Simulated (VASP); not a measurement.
Here is a VASP 6.6.1 calculation.

INCAR

```
ALGO = Fast
EDIFF = 1E-6
ENCUT = 520
GGA = PE
ISIF = 2
ISMEAR = -1
IVDW = 2
LASPH = True
LCHARG = False
LREAL = False
LWAVE = False
NELM = 60
PREC = Accurate
SIGMA = 0.05
```

File KPOINTS:

```
k-points
0
Gamma
  16 16 4
```

Contents of POSCAR:

```
C
1.0
    2.4610000000      0.0000000000      0.0000000000
   -1.2305000000      2.1312885187      0.0000000000
    0.0000000000      0.0000000000      6.1713600000
C
4
Direct
    0.0000000000      0.0000000000      0.2500000000
    0.3333333333      0.6666666667      0.2500000000
    0.0000000000      0.0000000000      0.7500000000
    0.6666666667      0.3333333333      0.7500000000
```

Potentials or basis: VASP PAW PBE potentials, release 64 (C).

Run with:

```console
$ cat potpaw_PBE.64/C/POTCAR > POTCAR
$ mpirun -np 1 vasp_std > vasp.out
```

(1) Estimate the pressure.

(2) Predict the dispersion energy per atom.

(3) What does it give for the band gap on the k mesh?

Answers

(1) 1.7 GPa.

(2) -0.156 eV.

(3) 0.28 eV, direct.
